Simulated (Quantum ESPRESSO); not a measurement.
**InAs under changes of volume**

One of the cells (27.489 Å³/atom); the others are scaled copies at fixed shape and fractional positions:

```
CELL_PARAMETERS angstrom
0.00000 3.01800 3.01800
3.01800 0.00000 3.01800
3.01800 3.01800 0.00000
ATOMIC_POSITIONS crystal
In 0.00000 0.00000 0.00000
As 0.75000 0.75000 0.75000
```

* Program: Quantum ESPRESSO 7.5
* Functional: PBE
* Dispersion: rVV10
* Potentials or basis: PseudoDojo 0.4.1 SR PBE standard
* Cutoff: 1143 eV
* Density cutoff: 4572 eV
* k mesh: 8 × 8 × 8
* Occupations: fermi-dirac, width 0.05 eV
* Spin: no spin polarisation

| volume (Å³/atom) | energy over the lowest point (meV/atom) | pressure (GPa) |
| --- | --- | --- |
| 25.840 | 57.51 | 7.2 |
| 26.389 | 35.89 | 5.5 |
| 26.939 | ? | ? |
| 27.489 | 8.86 | 2.5 |
| 28.039 | 2.40 | 1.3 |
| 28.588 | 0.00 | 0.1 |
| 29.138 | 1.24 | -0.9 |

Question: What does the run at 26.939 Å³/atom give?

Answer: Energy over the lowest point 19.85 meV/atom; pressure 3.9 GPa.

Worked out: A Birch-Murnaghan fit of order 3 (a polynomial in V^(-2/3)) to the other rows has its minimum at 28.67 Å³/atom with B0 = V·E''(V) = 54 GPa and B' = 4.6. It gives 19.85 meV/atom at 26.939 Å³/atom, against the run's 19.85, and -dE/dV = 3.9 GPa, against 3.9.

Energies are extrapolated to zero smearing.

Caveats: rVV10's parameter b was fitted to another functional.
